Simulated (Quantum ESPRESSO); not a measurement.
The system is AlN.

```
CELL_PARAMETERS angstrom
0.00000 2.18399 2.18399
2.18399 0.00000 2.18399
2.18399 2.18399 0.00000
ATOMIC_POSITIONS crystal
Al 0.00000 0.00000 0.00000
N 0.25000 0.25000 0.25000
```

Measurements of this composition are mostly on another form, of space group No. 186.

| Property | Result |
| --- | --- |
| Program | Quantum ESPRESSO 7.5 |
| Task | phonons |
| Functional | PBE |
| Potentials or basis | PseudoDojo 0.4.1 SR PBE standard |
| Cutoff | 1143 eV |
| Density cutoff | 4572 eV |
| k mesh | 6 × 6 × 6, shifted |
| Occupations | fermi-dirac, width 0.05 eV |
| Spin | no spin polarisation |
| Mixing beta | 0.5 |
| Most SCF iterations | 120 |
| SCF threshold | 4e-10 Ry |

The first run showed a gap, so the response started from a second, tighter run with fixed occupations.

Problem. What is the highest optical frequency at the zone centre, leaving out the macroscopic field of polar modes?

Solution. 663 cm⁻¹, a mode of symmetry T2 (IR and Raman). With the field the highest mode lies at 894 cm⁻¹.

Optical modes at Γ, degenerate ones joined, polar ones without the macroscopic field:
```
cm⁻¹  components  symmetry     active in  IR intensity, summed ((D/Å)²/amu)
 663           3        T2  IR and Raman                              47.79
```

Zone-centre frequencies without and with the macroscopic field along z (cm⁻¹):
```
                optical modes in rising order
       without                    663 663 663
with the field                    663 663 894
```

Caveat: the cell is more than 3 GPa from zero pressure, which shifts response properties.
